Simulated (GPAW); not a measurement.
# ScAl3 (Pm-3m) in GPAW: further runs

One crystal, ScAl3, is run at these levels: LDA, vdW-DF-cx; tasks: band structure, equation of state.

Program: GPAW 26.7.0. These are calculated values, not measurements. Logs are shortened: lines on timing, memory, paths and dates and some standing lists are left out, and cuts for length are marked. The log counts tension as positive stress, the text compression.

**The experiment to reproduce.**

“A Combined Experimental and First-Principles Based Assessment of Finite-Temperature Thermodynamic Properties of Intermetallic Al3Sc”, 2021, pmc:8067998 quotes, for a bulk crystal of ScAl3 at 298 K: bulk modulus 91.5 ± 1.1 GPa.

The results are compared with them further down.

**1. The crystal as given**

Symmetry: Pm-3m, No. 221, cubic system. The conventional cell has a = 4.088 Å, b = 4.088 Å, c = 4.088 Å, α = 90.00°, β = 90.00°, γ = 90.00°. Sc (site symmetry m-3m) has 12 Al at 2.89 Å as nearest neighbours. Al (site symmetry 4/mmm) is surrounded by 4 Sc at 2.89 Å and 8 Al at 2.89 Å.

The cell is a database's computed one.

**2. Band structure, LDA**

File run.py:

```python
from ase.dft.bandgap import bandgap
from ase.io import read, write
from ase.units import GPa
from gpaw import GPAW, PW

atoms = read('ScAl3.cif')

calc = GPAW(mode=PW(600),
            xc='LDA',
            kpts={'size': (5, 5, 5), 'gamma': True},
            occupations={'name': 'fermi-dirac', 'width': 0.05},
            nbands=22,
            convergence={'density': 1e-05, 'energy': 1e-05},
            maxiter=150,
            txt='gpaw.txt')
atoms.calc = calc
energy = atoms.get_potential_energy()
forces = atoms.get_forces()
stress = atoms.get_stress()
calc.write('gs.gpw')
write('result.traj', atoms)
print(f'Energy: {energy:.6f} eV')
print('Forces (eV/A):')
print(forces.round(4))
print('Stress (GPa):', (stress / GPa).round(3))
print('Fermi level:', round(calc.get_fermi_level(), 4), 'eV')
print(f'Gap: {bandgap(calc)[0]:.4f} eV, direct: {bandgap(calc, direct=True)[0]:.4f} eV')

path = atoms.cell.bandpath('GXMGRX,MR', npoints=100, eps=1e-4)
bs_calc = calc.fixed_density(kpts=path, symmetry='off', nbands=36,
                             convergence={'bands': 'CBM+6.0', 'eigenstates': 1e-6}, txt='bands.txt')
bs = bs_calc.band_structure()
bs.write('bs.json')
print(f'Gap on the path: {bandgap(bs_calc)[0]:.4f} eV')
```

File ScAl3.cif:

```cif
data_ScAl3
_cell_length_a 4.08780657
_cell_length_b 4.08780657
_cell_length_c 4.08780657
_cell_angle_alpha 90.00000000
_cell_angle_beta 90.00000000
_cell_angle_gamma 90.00000000
_space_group_name_H-M_alt 'Pm-3m'
_space_group_name_Hall '-P 4 2 3'
_space_group_IT_number 221
loop_
_space_group_symop_operation_xyz
'x,y,z'
'-x,-y,-z'
'-y,x,z'
'y,-x,-z'
'-x,-y,z'
'x,y,-z'
'y,-x,z'
'-y,x,-z'
'x,-y,-z'
'-x,y,z'
'-y,-x,-z'
'y,x,z'
'-x,y,-z'
'x,-y,z'
'y,x,-z'
'-y,-x,z'
'z,x,y'
'-z,-x,-y'
'z,-y,x'
'-z,y,-x'
'z,-x,-y'
'-z,x,y'
'z,y,-x'
'-z,-y,x'
'-z,x,-y'
'z,-x,y'
'-z,-y,-x'
'z,y,x'
'-z,-x,y'
'z,x,-y'
'-z,y,x'
'z,-y,-x'
'y,z,x'
'-y,-z,-x'
'x,z,-y'
'-x,-z,y'
'-y,z,-x'
'y,-z,x'
'-x,z,y'
'x,-z,-y'
'-y,-z,x'
'y,z,-x'
'-x,-z,-y'
'x,z,y'
'y,-z,-x'
'-y,z,x'
'x,-z,y'
'-x,z,-y'
loop_
_atom_site_label
_atom_site_type_symbol
_atom_site_symmetry_multiplicity
_atom_site_Wyckoff_symbol
_atom_site_fract_x
_atom_site_fract_y
_atom_site_fract_z
_atom_site_occupancy
Sc1 Sc 1 a 0.0000000000 0.0000000000 0.0000000000 1
Al1 Al 3 c 0.5000000000 0.5000000000 0.0000000000 1
```

Potentials or basis: the program's PAW data sets (release 1.2.1) made for this functional, pw.

On the command line:

```
$ OMP_NUM_THREADS=1 python run.py
```

gpaw.txt:

```text
__  _  _
 | _ |_)|_||  |
 |__||  | ||/\| - 26.7.0

Input parameters:
  mode=PW(ecut=600.0),
  convergence={'density': 1e-05, 'energy': 1e-05},
  kpts=MonkhorstPack(size=(5, 5, 5), gamma=True),
  maxiter=150,
  nbands=22,
  occupations=Occupations(name='fermi-dirac', width=0.05),
  xc=XC(name='LDA')

Diagonalizing LCAO Hamiltonian
Converting LCAO to pw mode
    .---------.
   /|         |
  / |         |
 *  |         |
 | Al         |
 |  .---------.
 | /  All    /
 |/         /
 Sc--------*

Atoms  # Å, Bohr magnetons
|   | symbol |        x |        y |        z |    initial magnetic moments |
|---|--------|----------|----------|----------|-----------------------------|
| 0 |     Sc | 0.000000 | 0.000000 | 0.000000 | ( 0.0000,  0.0000,  0.0000) |
| 1 |     Al | 2.043903 | 2.043903 | 0.000000 | ( 0.0000,  0.0000,  0.0000) |
| 2 |     Al | 0.000000 | 2.043903 | 2.043903 | ( 0.0000,  0.0000,  0.0000) |
| 3 |     Al | 2.043903 | 0.000000 | 2.043903 | ( 0.0000,  0.0000,  0.0000) |

Unit cell  # Å
| periodic |        x |        y |        z |  lengths |    angles |
|----------|----------|----------|----------|----------|-----------|
|      yes | 4.087807 | 0.000000 | 0.000000 | 4.087807 | 90.000000 |
|      yes | 0.000000 | 4.087807 | 0.000000 | 4.087807 | 90.000000 |
|      yes | 0.000000 | 0.000000 | 4.087807 | 4.087807 | 90.000000 |

Number of symmetries: 48
Symmetry operations  # r_c * U_cc + t_c -> r_c
|    | kind |            matrix            |
|----|------|------------------------------|
|  0 |  E   |  1, 0, 0,  0, 1, 0,  0, 0, 1 |
|  1 |  σ   |  1, 0, 0,  0, 1, 0,  0, 0,-1 |
|  2 |  σ   |  1, 0, 0,  0, 0, 1,  0, 1, 0 |
|  3 |  C4  |  1, 0, 0,  0, 0, 1,  0,-1, 0 |
|  4 |  C4  |  1, 0, 0,  0, 0,-1,  0, 1, 0 |
|  5 |  σ   |  1, 0, 0,  0, 0,-1,  0,-1, 0 |
|  6 |  σ   |  1, 0, 0,  0,-1, 0,  0, 0, 1 |
|  7 |  C2  |  1, 0, 0,  0,-1, 0,  0, 0,-1 |
|  8 |  σ   |  0, 1, 0,  1, 0, 0,  0, 0, 1 |
|  9 |  C2  |  0, 1, 0,  1, 0, 0,  0, 0,-1 |
| 10 |  C3  |  0, 1, 0,  0, 0, 1,  1, 0, 0 |
| 11 |  S6  |  0, 1, 0,  0, 0, 1, -1, 0, 0 |
| 12 |  S6  |  0, 1, 0,  0, 0,-1,  1, 0, 0 |
| 13 |  C3  |  0, 1, 0,  0, 0,-1, -1, 0, 0 |
| 14 |  C4  |  0, 1, 0, -1, 0, 0,  0, 0, 1 |
| 15 |  S4  |  0, 1, 0, -1, 0, 0,  0, 0,-1 |
| 16 |  C3  |  0, 0, 1,  1, 0, 0,  0, 1, 0 |
| 17 |  S6  |  0, 0, 1,  1, 0, 0,  0,-1, 0 |
| 18 |  σ   |  0, 0, 1,  0, 1, 0,  1, 0, 0 |
| 19 |  C4  |  0, 0, 1,  0, 1, 0, -1, 0, 0 |
| 20 |  C2  |  0, 0, 1,  0,-1, 0,  1, 0, 0 |
| 21 |  S4  |  0, 0, 1,  0,-1, 0, -1, 0, 0 |
| 22 |  S6  |  0, 0, 1, -1, 0, 0,  0, 1, 0 |
| 23 |  C3  |  0, 0, 1, -1, 0, 0,  0,-1, 0 |
| 24 |  S6  |  0, 0,-1,  1, 0, 0,  0, 1, 0 |
| 25 |  C3  |  0, 0,-1,  1, 0, 0,  0,-1, 0 |
| 26 |  C4  |  0, 0,-1,  0, 1, 0,  1, 0, 0 |
| 27 |  σ   |  0, 0,-1,  0, 1, 0, -1, 0, 0 |
| 28 |  S4  |  0, 0,-1,  0,-1, 0,  1, 0, 0 |
| 29 |  C2  |  0, 0,-1,  0,-1, 0, -1, 0, 0 |
| 30 |  C3  |  0, 0,-1, -1, 0, 0,  0, 1, 0 |
| 31 |  S6  |  0, 0,-1, -1, 0, 0,  0,-1, 0 |
| 32 |  C4  |  0,-1, 0,  1, 0, 0,  0, 0, 1 |
| 33 |  S4  |  0,-1, 0,  1, 0, 0,  0, 0,-1 |
| 34 |  S6  |  0,-1, 0,  0, 0, 1,  1, 0, 0 |
| 35 |  C3  |  0,-1, 0,  0, 0, 1, -1, 0, 0 |
| 36 |  C3  |  0,-1, 0,  0, 0,-1,  1, 0, 0 |
| 37 |  S6  |  0,-1, 0,  0, 0,-1, -1, 0, 0 |
| 38 |  σ   |  0,-1, 0, -1, 0, 0,  0, 0, 1 |
| 39 |  C2  |  0,-1, 0, -1, 0, 0,  0, 0,-1 |
| 40 |  σ   | -1, 0, 0,  0, 1, 0,  0, 0, 1 |
| 41 |  C2  | -1, 0, 0,  0, 1, 0,  0, 0,-1 |
| 42 |  C2  | -1, 0, 0,  0, 0, 1,  0, 1, 0 |
| 43 |  S4  | -1, 0, 0,  0, 0, 1,  0,-1, 0 |
| 44 |  S4  | -1, 0, 0,  0, 0,-1,  0, 1, 0 |
| 45 |  C2  | -1, 0, 0,  0, 0,-1,  0,-1, 0 |
| 46 |  C2  | -1, 0, 0,  0,-1, 0,  0, 0, 1 |
| 47 |  i   | -1, 0, 0,  0,-1, 0,  0, 0,-1 |

BZ-sampling:
  Number of BZ points: 125
  Number of IBZ points: 10

  Monkhorst-Pack size: [5, 5, 5]
  Monkhorst-Pack shift: [0, 0, 0]

K-points  # in reciprocal-cell coordinates
|   |                                coordinates |     weight |
|---|--------------------------------------------|------------|
| 0 | (  0.00000000,   0.00000000,   0.00000000) | 0.00800000 |
| 1 | (  0.20000000,   0.00000000,   0.00000000) | 0.04800000 |
| 2 | (  0.20000000,   0.20000000,   0.00000000) | 0.09600000 |
| 3 | (  0.20000000,   0.20000000,   0.20000000) | 0.06400000 |
| 4 | (  0.40000000,   0.00000000,   0.00000000) | 0.04800000 |
| 5 | (  0.40000000,   0.20000000,   0.00000000) | 0.19200000 |
| 6 | (  0.40000000,   0.20000000,   0.20000000) | 0.19200000 |
| 7 | (  0.40000000,   0.40000000,   0.00000000) | 0.09600000 |
| 8 | (  0.40000000,   0.40000000,   0.20000000) | 0.19200000 |
| 9 | (  0.40000000,   0.40000000,   0.40000000) | 0.06400000 |

Plane wave coefficients: 2301
Cutoff: 600.0 eV

Spin-components: 1 (collinear spins)
Bands:           22
Projectors:      21
Spin-degeneracy: 2
Datatype:        complex128

Parallelization:
  kpt:    1
  domain: 1
  band:   1

Density:
  Valence electrons: 20.0
  Components: 1
  Grid points: [24 24 24]
  Charge: 0.0  # |e|

Potential:
  Grid points: [24 24 24]

species:
  Sc:
    name:    Scandium
    Z:       21.0
    valence: 11
    core:    10
    charge:  0.0  # [|e|]
    compensation charges:
      type: gauss
      rc: 0.39  # [Å]
      lmax: 2
    cutoffs:
      filter: 2.14  # [Å]
      core: 1.08  # [Å]
    projectors
    | kind |    occ | energy [eV] | rcut [Å] |
    |------|--------|-------------|----------|
    |   3s |  2.000 |     -54.706 |    1.228 |
    |   4s |  2.000 |      -4.292 |    1.228 |
    |   3p |  6.000 |     -33.568 |    1.281 |
    |   4p |  0.000 |      -1.520 |    1.281 |
    |   3d |  1.000 |      -3.425 |    1.196 |
    |    d |        |      23.786 |    1.196 |

    Using partial waves for Sc as LCAO basis

  Al:
    name:    Aluminium
    Z:       13.0
    valence: 3
    core:    10
    charge:  0.0  # [|e|]
    compensation charges:
      type: gauss
      rc: 0.34  # [Å]
      lmax: 2
    cutoffs:
      filter: 1.91  # [Å]
      core: 2.36  # [Å]
    projectors
    | kind |    occ | energy [eV] | rcut [Å] |
    |------|--------|-------------|----------|
    |   3s |  2.000 |      -7.830 |    1.085 |
    |   3p |  1.000 |      -2.783 |    1.085 |
    |    s |        |      19.382 |    1.085 |
    |    p |        |      24.428 |    1.085 |
    |    d |        |       0.000 |    1.085 |

    Using partial waves for Al as LCAO basis

Reference energy: -40476.892134  # eV

eigensolver:
  PPCG
  Converge bands: occupied
  niter=2

density mixing:
  MSR1-Mixer
  Pratt-step length: 0.05
  Maximum mixing coefficient: 0.75
  Old densities: 10
  SVD Regularization: 0.005
  Good broyden scale: 1.0
  Trust region scale: 1.0
  Backstep threshold: 4.0
  History deletion threshold: 6.0
  Fourier metric: weight=20.0, sigma=0.015

occupation numbers:
  Fermi-Dirac:
    width: 0.0500  # eV

poisson solver:
  ecut: 4800.0  # eV

xc functional:
  name: None

convergence criteria:
[... 6 lines left out ...]
|iter     | |      energy | eigst |  dens |
|---------|-|-------------|-------|-------|
|iter:   1| |  -19.780531 | +0.25 |       |
|iter:   2| |  -19.777382 | -1.60 | -1.18 |
|iter:   3| |  -19.717149 | -1.96 | -1.21 |
|iter:   4| |  -19.717592 | -3.05 | -1.78 |
|iter:   5| |  -19.717638 | -3.70 | -2.33 |
|iter:   6| |  -19.717176 | -4.18 | -2.65 |
|iter:   7| |  -19.717177 | -5.91 | -3.44 |
|iter:   8| |  -19.717177c| -7.60c| -4.03 |
|iter:   9| |  -19.717177c| -9.05c| -4.84 |
|iter:  10| |  -19.717177c| -8.68c| -5.64c|

Converged in 10 steps
Energy contributions relative to reference atoms: (reference = -40476.892134)

Energy contributions:
  Kinetic:          14.584226
  Coulomb:          -7.877403
  Zero:              0.171527
  External:          0.000000
  Xc:              -26.588189
  Entropy:          -0.014678
  Spinorbit:         0.000000
  ----------------------------
  Free energy:     -19.724516
  Extrapolated:    -19.717177

dipole moment: (-18.002642, -18.002642, -18.002642)  # |e|*Ang

Fermi level: 7.261
Eigenvalues  # (at kpt = [0.000, 0.000, 0.000])
| band index |      eig [eV] | occ [0-2] |
|------------|---------------|-----------|
|          0 |       -41.365 |     2.000 |
|        ... |               |           |
|          2 |       -20.348 |     2.000 |
|          3 |       -20.348 |     2.000 |
|          4 |        -2.839 |     2.000 |
|          5 |         4.501 |     2.000 |
|          6 |         4.501 |     2.000 |
|          7 |         5.373 |     2.000 |
[... 8 lines left out ...]
|         16 |        12.396 |     0.000 |
|         17 |        12.396 |     0.000 |
|        ... |               |           |
|         21 |        15.546 |     0.000 |

No gap
No difference between direct/indirect transitions

Forces  # eV/Ang
|        x |        y |        z |
|----------|----------|----------|
|  0.00000 |  0.00000 |  0.00000 |  # Sc   0
|  0.00000 |  0.00000 |  0.00000 |  # Al   1
|  0.00000 | -0.00000 | -0.00000 |  # Al   2
| -0.00000 |  0.00000 |  0.00000 |  # Al   3

Stress tensor  # eV/Ang^3
|        x |        y |        z |
|----------|----------|----------|
| 0.022909 | 0.000000 | 0.000000 |
| 0.000000 | 0.022909 | 0.000000 |
| 0.000000 | 0.000000 | 0.022909 |

# Writing to gs.gpw (mode='')
```

stdout:

```text
Energy: -19.717177 eV
Forces (eV/A):
[[ 0.  0.  0.]
 [ 0.  0.  0.]
 [ 0. -0. -0.]
 [-0.  0.  0.]]
Stress (GPa): [3.67 3.67 3.67 0.   0.   0.  ]
Fermi level: 7.2611 eV
Gap: 0.0000 eV, direct: 0.0000 eV
Gap on the path: 0.0000 eV
```

bands.txt:

```text
Diagonalizing LCAO Hamiltonian
Converting LCAO to pw mode
convergence criteria:
- Maximum integral of absolute [eigenst]ate change: 1e-06 eV^2 / valence electron
maximum number of iterations: 150

SCF iterations
|iter     | |      energy | eigst |  dens |
|---------|-|-------------|-------|-------|
|iter:   1| |             | +1.36 |       |
[... 106 lines left out ...]
         [0.5       , 0.5       , 0.23076923],
         [0.5       , 0.5       , 0.26923077],
         [0.5       , 0.5       , 0.30769231],
         [0.5       , 0.5       , 0.34615385],
         [0.5       , 0.5       , 0.38461538],
         [0.5       , 0.5       , 0.42307692],
         [0.5       , 0.5       , 0.46153846],
         [0.5       , 0.5       , 0.5       ]])),
  maxiter=150,
  nbands=36,
  occupations=Occupations(name='fermi-dirac', width=0.05),
  symmetry=Symmetry(point_group=False, time_reversal=False),
  xc=XC(name='LDA')
```

Wall time 77 s (1 thread of Intel Xeon at 2.80GHz (Skylake/Cascade Lake), shared host); peak memory 0.37 GiB.

What came out:

| Property | Result |
| --- | --- |
| Free energy | -19.7245 eV |
| Pressure | -3.7 GPa |
| Band gap along the path | none (metal or under the smearing width) |

Levels at the corners of the path, in eV from the Fermi level:
```csv
point,band 8,band 9,band 10,band 11,band 12,band 13
Γ,-1.89,-1.89,-1.89,1.14,1.14,1.14
X,-1.82,-1.60,0.66,0.91,0.91,1.30
M,-4.45,-0.67,-0.67,1.13,1.25,1.89
Γ,-1.89,-1.89,-1.89,1.14,1.14,1.14
R,-4.51,-3.02,-3.02,-3.02,0.82,2.39
X,-1.82,-1.60,0.66,0.91,0.91,1.30
M,-4.45,-0.67,-0.67,1.13,1.25,1.89
R,-4.51,-3.02,-3.02,-3.02,0.82,2.39
```

**3. Equation of state, vdW-DF-cx**

File run.py:

```python
from ase.eos import EquationOfState
from ase.io import Trajectory, read
from ase.units import GPa
from gpaw import GPAW, PW

atoms = read('ScAl3.xyz')

traj = Trajectory('eos.traj', 'w')
volumes, energies = [], []
for x in [0.94, 0.96, 0.98, 1.0, 1.02, 1.04, 1.06]:
    a = atoms.copy()
    a.set_cell(atoms.cell * x**(1 / 3), scale_atoms=True)
    calc = GPAW(mode=PW(600),
                xc={'name': 'vdW-DF-cx', 'backend': 'libvdwxc'},
                kpts={'size': (5, 5, 5), 'gamma': True},
                occupations={'name': 'fermi-dirac', 'width': 0.05},
                nbands=22,
                convergence={'density': 1e-05, 'energy': 1e-05},
                maxiter=150,
                txt=f'eos-{x:.2f}.txt')
    a.calc = calc
    energies.append(a.get_potential_energy(force_consistent=True))
    volumes.append(a.get_volume())
    calc.write(f'eos-{x:.2f}.gpw')
    traj.write(a)
    print(f'{x:.2f} {volumes[-1]:10.4f} A^3 {energies[-1]:14.6f} eV', flush=True)

v0, e0, B = EquationOfState(volumes, energies, eos='birchmurnaghan').fit()
print(f'V0 = {v0:.4f} A^3, E0 = {e0:.6f} eV, B0 = {B / GPa:.2f} GPa')
```

File ScAl3.xyz:

```xyz
4
Lattice="4.0878065700 0.0000000000 0.0000000000 0.0000000000 4.0878065700 0.0000000000 0.0000000000 0.0000000000 4.0878065700" Properties=species:S:1:pos:R:3 pbc="T T T"
Sc     0.0000000000      0.0000000000      0.0000000000
Al     2.0439032850      2.0439032850      0.0000000000
Al     0.0000000000      2.0439032850      2.0439032850
Al     2.0439032850      0.0000000000      2.0439032850
```

Potentials or basis: GPAW PAW data sets (gpaw-data 1.2.1), pw.

On the command line:

```
$ OMP_NUM_THREADS=1 python run.py
```

Wall time 84 s (1 thread of Intel Xeon at 2.80GHz (Skylake/Cascade Lake), shared host); peak memory 0.26 GiB.

Results (log left out):

```
Equilibrium volume                      : 17.28 Å³/atom
Bulk modulus                            : 88 GPa
Pressure derivative of the bulk modulus : 4.1
```

Energy against volume, from the lowest point:
```
volume (Å³/atom)  energy (meV/atom)
          16.052              27.01
          16.394              13.45
          16.735               4.73
          17.077               0.38
          17.419               0.00
          17.760               3.19
          18.102               9.62
```

Caveat: the PAW data sets were made with another functional, which shifts forces and pressure a little.

**4. How close it comes**

Step 3. A measured bulk modulus of ScAl3 is 91.5 GPa (298 K; quoted in “A Combined Experimental and First-Principles Based Assessment of Finite-Temperature Thermodynamic Properties of Intermetallic Al3Sc”, 2021, pmc:8067998); the calculated 88 GPa misses it by -3.5 %. The fit is for a static lattice scaled at fixed shape and fixed fractional positions.
